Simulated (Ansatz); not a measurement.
# Two states of MnO

```
CELL_PARAMETERS angstrom
-2.21512 4.39657 2.21808
2.19987 -2.17858 4.38150
2.18982 2.18221 0.00684
ATOMIC_POSITIONS crystal
Mn 0.00703 0.02019 0.01714
Mn 0.99197 0.50841 0.50388
Mn 0.48879 0.75239 0.72520
Mn 0.51016 0.23823 0.24836
O 0.24032 0.37863 0.88082
O 0.25076 0.87058 0.37203
O 0.75191 0.13305 0.62567
O 0.74453 0.63693 0.11975
```

Single point in Ansatz 0.2.0 with r2SCAN. Cutoff 500 eV, PAW datasets, 4×4×6 Γ-centred k mesh, fermi-dirac filling (width 0.1 eV).

State A: Mn1 up, Mn2 up, Mn3 up, Mn4 up (collinear spin). State B: Mn1 up, Mn2 up, Mn3 down, Mn4 down (collinear spin).

Compare the two self-consistent states.

State B is lower by 66.2 meV an atom at zero smearing; in free energy at this smearing B lies -64.1 meV an atom from A.

| state | free energy (meV/atom) | largest moment in a small sphere (μB) | net moment (μB/cell) | gap on mesh (eV) | pressure (GPa) | largest force (eV/Å) |
| --- | --- | --- | --- | --- | --- | --- |
| A | 64.1 | 4.18 | 19.88 | metal | 7.8 | 1.14 |
| B | 0.0 | 4.13 | 0.00 | 1.59 | 3.9 | 0.96 |

Origin: a strained cell with displaced atoms, so it need not be a known compound. Caveats: semilocal functionals often miss the gap of such magnets; the k mesh is coarse if the cell is a metal.
